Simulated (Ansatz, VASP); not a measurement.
# CsI: VASP beside Ansatz

File INCAR:

```
PREC = Accurate
ENCUT = 520
EDIFF = 1E-6
ISMEAR = 0
SIGMA = 0.05
LREAL = F
LASPH = T
NELM = 100
ALGO = Normal
ISIF = 2
LWAVE = F
LCHARG = T
GGA = CA
LELF = T
LVHAR = T
NBANDS = 15
```

The input KPOINTS:

```
regular mesh
0
Gamma
  6 6 6
```

The input POSCAR:

```
CsI
1.0
    4.5667000000      0.0000000000      0.0000000000
    0.0000000000      4.5667000000      0.0000000000
    0.0000000000      0.0000000000      4.6352005000
Cs I
1 1
Direct
    0.0000000000      0.0000000000      0.0000000000
    0.5000000000      0.5000000000      0.5000000000
```

Input for Ansatz:

```yaml
crystal:
  lattice:
    - [4.5667, 0.0, 0.0]
    - [0.0, 4.5667, 0.0]
    - [0.0, 0.0, 4.6352005]
  atoms:
    - { symbol: Cs, position: [0.0, 0.0, 0.0] }
    - { symbol: I, position: [0.5, 0.5, 0.5] }
basis:
  ecutwfc: 420
kpoints:
  mp_grid: { grid: [6, 6, 6] }
hamiltonian:
  xc: lda
scf:
  occupations: { method: gaussian, width: 0.05 }
output:
  forces: true
  stress: true
  eigenvalues: true
```

Change from the starting cell: strain +0.0150 x Voigt [0, 0, 1, 0, 0, 0], atoms carried along.

Alike in both runs: task single point; functional LDA; k mesh 6 × 6 × 6; occupations gaussian, width 0.05 eV; no spin polarisation.

|  | VASP | Ansatz |
| --- | --- | --- |
| version | VASP 6.6.1 | Ansatz 0.2.0 |
| potentials or method | VASP PAW LDA potentials, release 64 (Cs_sv, I) | scalar-relativistic, plane waves, PAW |
| plane-wave cutoff (eV) | 520 | 420 |
| valence electrons in the cell | 16 | 26 |

VASP gave:

```
gap on the k mesh at the Fermi level (eV)       : 3.46
least direct gap on the mesh (eV)               : 3.56
pressure (GPa)                                  : -1.5
largest component of the traceless stress (GPa) : 0.17
```

Q: Estimate Ansatz's values.

A: gap on the k mesh at the Fermi level (eV): 3.46; least direct gap on the mesh (eV): 3.55; pressure (GPa): -1.5; largest component of the traceless stress (GPa): 0.17.

The two sets of potentials don't hold the same shells in valence.

Caveats: spin-orbit coupling is left out, which moves the levels of the heavy elements. A k mesh can miss the band edges.
